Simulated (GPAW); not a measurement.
AlV2C:

```
V Al C
1.0
     2.88760    0.00000    0.00000
    -1.44380    2.50073    0.00000
     0.00000    0.00000   13.10482
V Al C
4 2 2
Cartesian
  0.0000 1.6672 11.9728
  1.4438 0.8336 1.1320
  1.4438 0.8336 5.4204
  0.0000 1.6672 7.6845
  1.4438 0.8336 9.8286
  0.0000 1.6672 3.2762
  0.0000 0.0000 6.5524
  0.0000 0.0000 0.0000
```

The cell comes from a database or a generator and needn't be the stable form of this composition.

Program: GPAW 26.7.0. Alike in all runs: spin collinear, ferromagnetic start; cell as given; smearing fermi-dirac 0.05 eV.

Order these runs on this cell by their pressure, lowest first.
A. level PBE; potentials or basis GPAW PAW data sets (gpaw-data 1.2.1), pw; k mesh 6 × 6 × 1; cutoff (eV) 600; maxiter 120; convergence default; mesh quality coarse
B. level PBEsol; potentials or basis PAW data sets generated in the run's folder for this functional, pw; k mesh 7 × 7 × 2; cutoff (eV) 800; maxiter 150; band path GMKGALHA,LM,KH; band points 60; mesh quality not flagged
C. level LDA; potentials or basis the program's PAW data sets (release 1.2.1) made for this functional, pw; k mesh 6 × 6 × 1; cutoff (eV) 600; maxiter 120; convergence default; mesh quality coarse

C (-7.9 GPa), B (-1.9 GPa), A (3.9 GPa).

Caveats: some runs use coarse meshes; the cutoff is short for stress and forces, so pressures can be off by a GPa or more (some runs).

Not every run made on this cell is shown here.
